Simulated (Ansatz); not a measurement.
**Al2O3 (R-3c):Br_O, thermodynamic levels from a 80-atom cell**

Charge states of Br_O in Al2O3 (R-3c), set against the band edges. Model: a cell of 80 host atoms with 1 O taken out and 1 Br put in.

Program: Ansatz 0.2.0. Level of theory: place-levels on PBEsol runs: charge-transition levels and formation energies with image-charge correction and potential alignment at the atomic sites. Results are calculated unless marked as measured.

**Measured values to reproduce.**

“Multi-petahertz electron interference in Cr:Al2O3 solid-state material” (2018, pmc:5906618) quotes from earlier work for Al2O3, alpha (corundum) (high-purity reference sample): band gap (optical band gap of host from absorption) 8.7 eV [literature value quoted for a high-purity sample; optical absorption edge, temperature …].

This is a report of a sequence of runs, with most program output left out.

### Step 1. Starting point

The cell holds 80 atoms: 32 Al, 47 O and 1 Br. Its edges and angles: a = 10.280 Å, b = 10.280 Å, c = 10.280 Å, α = 55.3°, β = 55.3°, γ = 55.3°. It derives from Al2O3 (space group R-3c). Nearest the centre at fractional (0.625, 0.278, 0.472): Br49 at 0.00 Å, Al41 at 1.86 Å, Al2 at 1.86 Å, Al54 at 1.97 Å, Al53 at 1.97 Å, O16 at 2.53 Å, O80 at 2.53 Å, O58 at 2.62 Å.

Known beforehand: the electronic dielectric constant, (3.30, 3.30, 3.26), and the static one, (9.72, 9.72, 11.81), computed on the host (DFPT, PBEsol).

The cell's shortest repeat is 9.5 Å.

### Step 2. What was run first

A transition level is the Fermi level at which two charge states cost the same, so each charge needs its own total energy, at its own relaxed structure.

Random displacements of about 0.05 Å break the site symmetry at the start, so that the relaxation can reach a distorted minimum if there is one. Forces are taken at one point at (¼, ¼, ¼). The cell holds 1 electron fewer than the neutral one, with a uniform background that keeps it neutral on the whole.

The sampling was tested on the host first: at the k-points planned (1x1x1 shifted 0.25 0.25 0.25) its energy lies 0.004 eV an atom from the dense-mesh value, under the bound of 0.02 eV set for this test; that bounds the host's error, not the defect's.

One of the inputs; charge, spin and start change from state to state.

Input file qp1.relax/input.yaml:

```yaml
crystal:
  lattice:
    - [4.77386743, 2.75619364, 8.67653806]
    - [-4.77386743, 2.75619364, 8.67653806]
    - [0.0, -5.51238729, 8.67653806]
  atoms:
    - { symbol: Al, position: [0.32396044, 0.32396044, 0.32396044] }
    - { symbol: Al, position: [0.42603956, 0.42603956, 0.42603956] }
[... 8 atom lines left out ...]
    - { symbol: Al, position: [0.32396044, 0.32396044, 0.82396044] }
[... 4 atom lines left out ...]
    - { symbol: O, position: [0.47207012, 0.125, 0.77792988] }
[... 1 atom line left out ...]
    - { symbol: O, position: [0.375, 0.22207012, 0.52792988] }
[... 1 atom line left out ...]
    - { symbol: O, position: [0.27792988, 0.47207012, 0.625] }
[... 5 atom lines left out ...]
    - { symbol: O, position: [0.47207012, 0.625, 0.27792988] }
[... 14 atom lines left out ...]
    - { symbol: Al, position: [0.82396044, 0.32396044, 0.32396044] }
[... 3 atom lines left out ...]
    - { symbol: O, position: [0.72207012, 0.02792988, 0.375] }
    - { symbol: O, position: [0.97207012, 0.125, 0.27792988] }
    - { symbol: O, position: [0.52792988, 0.375, 0.22207012] }
[... 1 atom line left out ...]
    - { symbol: Br, position: [0.625, 0.27792988, 0.47207012] }
    - { symbol: O, position: [0.77792988, 0.47207012, 0.125] }
[... 2 atom lines left out ...]
    - { symbol: Al, position: [0.57396044, 0.07396044, 0.57396044] }
    - { symbol: Al, position: [0.67603956, 0.17603956, 0.67603956] }
[... 2 atom lines left out ...]
    - { symbol: O, position: [0.52792988, 0.375, 0.72207012] }
    - { symbol: O, position: [0.875, 0.22207012, 0.52792988] }
[... 3 atom lines left out ...]
    - { symbol: Al, position: [0.92603956, 0.92603956, 0.42603956] }
[... 2 atom lines left out ...]
    - { symbol: O, position: [0.72207012, 0.52792988, 0.375] }
[... 7 atom lines left out ...]
    - { symbol: Al, position: [0.57396044, 0.57396044, 0.57396044] }
[... 6 atom lines left out ...]
    - { symbol: O, position: [0.77792988, 0.97207012, 0.625] }
  host:
    repeats: [2, 2, 2]
    atoms:
      - { symbol: Al, position: [0.64792089, 0.64792089, 0.64792089] }
      - { symbol: Al, position: [0.85207911, 0.85207911, 0.85207911] }
      # ... 8 more atoms of the perfect host
total_charge: 1
basis:
  ecutwfc: 420
  xc_grid: 2
hamiltonian:
  xc: pbesol
kpoints:
  mp_grid: { grid: [1, 1, 1], shift: [0.25, 0.25, 0.25] }
scf:
  occupations: { method: fixed }
  max_iter: 100
output:
  forces: true
  charged_corrections:
    epsilon: [3.3, 3.3, 3.26]
    static_epsilon: [9.72, 9.72, 11.81]
    defect_position: [0.625, 0.278073, 0.471927]
relax:
  f_tol: 0.02
  max_steps: 80
  random_displacement: { amplitude: 0.05, seed: 6537 }
checkpoint:
  write: "../qp1.relax.run"
  compress: false
  write_wavefunctions: true
  write_every: 100000
```

Run with:

```bash
ansatz run input.yaml --threads 8 --pin off --max-ram 22609MiB --backend cpu --events-out ev --progress --plain --runs-dir out
```

Defect states can disperse in a cell of this size, so the energy is taken again at a 2×2×2 shifted mesh, on the relaxed structure.

The run of this state that the levels use, under PBEsol:

Input file qp1.point/input.yaml:

```yaml
crystal:
  checkpoint: "../qp1.relax.run"
  host: checkpoint
total_charge: 1
basis:
  ecutwfc: 420
  xc_grid: 2
hamiltonian:
  xc: pbesol
kpoints:
  mp_grid: { grid: [2, 2, 2], shift: [0.5, 0.5, 0.5] }
scf:
  occupations: { method: fermi_dirac, width: 0.01 }
  max_iter: 100
output:
  forces: true
  eigenvalues: true
  charged_corrections:
    epsilon: [3.3, 3.3, 3.26]
    static_epsilon: [9.72, 9.72, 11.81]
    defect_position: [0.625, 0.278073, 0.471927]
  eigenstates: { localisation: true }
  populations: true
  band_densities: [{ bands: [v1, v1] }, { bands: [c1, c1] }]
  write_density: true
  write_potential: true
  volumetric_format: npy
checkpoint:
  read: "../qp1.relax.run"
  write: "../qp1.point.run"
  compress: false
  write_wavefunctions: false
  write_every: 100000
```

Relaxations under PBEsol at one point at (¼, ¼, ¼); times on 8 threads of Arm Neoverse V2, shared host:

```
charge  moment (μB)  occupations    outcome  steps  largest displacement against the far atoms (Å)  time
     0            1        fixed  converged      6                                            0.42  63 s
    +1            0        fixed  converged      6                                            0.42  42 s
```

Single points under PBEsol at a 2×2×2 shifted mesh; times on 8 threads of Arm Neoverse V2, shared host:

```
charge  moment (μB)  occupations    outcome     time
     0            1  fermi-dirac  converged  1.7 min
    +1            0  fermi-dirac  converged     29 s
```

Distances (Å) from Br49 to the nearest atoms after relaxation with PBEsol:

```
charge  moment (μB)       1.       2.       3.       4.      5.      6.
     0            1  Al 2.20  Al 2.20  Al 2.32  Al 2.32  O 2.70  O 2.70
    +1            0  Al 2.19  Al 2.19  Al 2.31  Al 2.31  O 2.70  O 2.70
```

### Step 3. Levels against the band edges, PBEsol

A charged cell interacts with its images and the background, and its potential has another zero than the host's. place-levels removes the first by a point-charge model, screened by the static dielectric constant since the ions have relaxed around the charge, and the second by comparing potentials at atoms far from the defect.

The host is a run of the defect-free crystal in the same cutoffs, grids and k-points, so that basis and sampling errors cancel in part in the differences. The host is run in a cell of 10 atoms on a matching mesh. Its band edges are searched through the zone by a band path, so the gap is smaller than, or equal to, that on the mesh. Chemical potentials are energies per atom of O (O2 molecule) and Br (solid Br2 (Cmce)), run with the same functional and cutoff.

Input file levels.point.yaml:

```yaml
host:
  run: host.point.run
states: [q0_M1.point.run, qp1.point.run]
geometry_from:
  q0_M1.point.run: q0_M1.relax.run
  qp1.point.run: qp1.relax.run
  host.point.run: host.relax.run
chemical_potentials:
  O:
    energy: -558.282649
    dataset: "<sha256 of the dataset>"
  Br:
    energy: -2736.47272
    dataset: "<sha256 of the dataset>"
epsilon: [3.3, 3.3, 3.26]
static_epsilon: [9.72, 9.72, 11.81]
vertical:
  - { from: qp1.point.run, to: qp1.point_neutral.run }
```

Run with:

```bash
ansatz place-levels levels.point.yaml -- --threads 8 --pin off --max-ram 22609MiB
```

Elapsed: 0.21 s, on 8 threads of Arm Neoverse V2, shared host.

Levels between the charges placed, in eV above the valence top:

```
        gap (eV)  (+1/0)
PBEsol      6.03    6.05
```

Corrections by state:

```
charge  moment (μB)  image terms and alignment (eV)  band filling (eV)                                ε used  over the lowest of its charge, as the program ranks them, band filling apart (eV)
    +1          0.0                           0.468                  -  principal values (9.72, 9.72, 11.81)                                                                              0.000
     0          1.0                           0.000             -0.752                                     -                                                                              0.000
```

The charged structures listed were also run neutral, and place-levels reads from each pair, by the potential or the spins, how wide the charge is by which they differ; that can be the carrier of either run.

```
charge  rms radius (Å)  spread where it is widest against the cell (Å)  wide from (Å)  reading
    +1             6.1                                            3.81           1.36     wide
```

The neutral runs of these pairs need not share the spin of the lowest neutral state, and very wide values only mean spread over the cell.

From the program's caveats on the states, each cut to its opening words:

- charge +1: it parts from the run at its places by a charge that spreads by about 3.8 Å along one vector (1.4 Å or more is wide), by its potential at epsilon [3.3, 3.3, [...]
- charge +1: its displacements don't fall off away from the defect: farther atoms stand 0.016 Å off the host's places
- charge 0 (1 μB): a band-filling correction moves a carrier to the host's band edge, which changes its energy by -0.752 eV
- charge 0 (1 μB): its displacements don't fall off away from the defect: farther atoms stand 0.017 Å off the host's places
- charge 0 (1 μB): its moments are held at its close (magnetization.spin_locking), by a field of 0.426 eV a Bohr magneton, and its energy and levels are of the state that this [...]

Formation energies (eV), elemental references (Δμ(O) = 0.00 eV, Δμ(Br) = 0.00 eV):

```
charge  Fermi level at the valence top  at the conduction bottom
    +1                            5.66                     11.69
     0                           11.72                     11.72
```

### Step 4. The same at the relaxations' own k-points

The relaxations' own energies give the levels at their sampling, for comparison.

Input file levels.relax_mesh.yaml:

```yaml
host:
  run: host.relax.run
states: [q0_M1.relax.run, qp1.relax.run]
chemical_potentials:
  O:
    energy: -558.282649
    dataset: "<sha256 of the dataset>"
  Br:
    energy: -2736.47272
    dataset: "<sha256 of the dataset>"
```

Run with:

```bash
ansatz place-levels levels.relax_mesh.yaml -- --threads 8 --pin off --max-ram 22609MiB
```

The job ended after 0.08 s (8 threads).

Levels between neighbouring charges, in eV above the valence top:

```
                        gap (eV)  (+1/0)
one point at (¼, ¼, ¼)      6.03    6.06
  a 2×2×2 shifted mesh      6.03    6.05
```

Going from one point at (¼, ¼, ¼) to a 2×2×2 shifted mesh moves formation energies against the elements by up to 0.02 eV; band-filling terms, which differ between samplings, are in these energies.

### Step 5. What came out

```json
{
  "gap of the host": "6.03 eV (PBEsol)",
  "level (plus 1/0)": "6.05 eV above the valence top, past the conduction bottom (6.81 eV above the valence top without the band-filling term)",
  "lowest of the charges placed, just above the valence top (0.02 eV)": "+1",
  "lowest of the charges placed, just below the conduction bottom (0.02 eV)": "+1",
  "lowest formation energy at mid-gap of the charges run, elemental references": "8.68 eV"
}
```

Of the charges placed (0 and +1), +1 is the lowest from 0.02 eV above the valence top to 0.02 eV below the conduction bottom, a gap of 6.03 eV. Charges above +1 and below 0 were not placed, so these runs say nothing of levels that involve them. States placed: +1 at 0 μB; 0 at 1 μB. Other spin states or structures, where not listed, weren't placed. The program finds carriers beyond a band edge of the host and adds a band-filling term at charge 0 (-0.75 eV); steps to such a charge show no bound level, and a defect level inside a band would be read the same way. Br is taken at its element; compounds, which aren't counted here, bound the chemical potentials and would shift these formation energies. Going from one point at (¼, ¼, ¼) to a 2×2×2 shifted mesh moves formation energies against the elements by up to 0.02 eV; band-filling terms, which differ between samplings, are in these energies. Keep in mind: PBEsol makes the gap too small and tends to spread out bound carriers; where a gas molecule sets a chemical potential or the host's formation energy, its binding is uncorrected.

Computed beside measured:

| quantity | measured | PBEsol |
| --- | --- | --- |
| band gap (least gap of the host; the measured gap is an optical one, which needn't be the least gap) (eV) | 8.7 | 6.03 (-2.67 eV) |

Measured values from pmc:5906618 (2018).

How well it matches: The band gap is off by -2.67 eV: a clear miss. Local and semilocal functionals usually give gaps below the measured ones. An optical gap can lie under the band gap by the exciton's binding. Zero-point and thermal motion shift the measured gap.

[Logs are printed without paths, hosts, clocks, repeated set-up lines and the standing remarks that a program may print on its own settings, such as how far it seeks lower states.]

[Hosts, paths, dates, database ids (printed as entryN), source tags and the programs' standing remarks are cut or masked in the printed files.]

[Where a table of states has a column of steps, it counts the stored structures, which are thinned; the runs took as many ionic steps or more.]

[A defect's name tells the site on which it was built; relaxed atoms can leave that site.]

[For some hosts the program warned that the k-mesh of the response run may be too coarse for force constants and the static dielectric constant; such warnings are not shown here.]
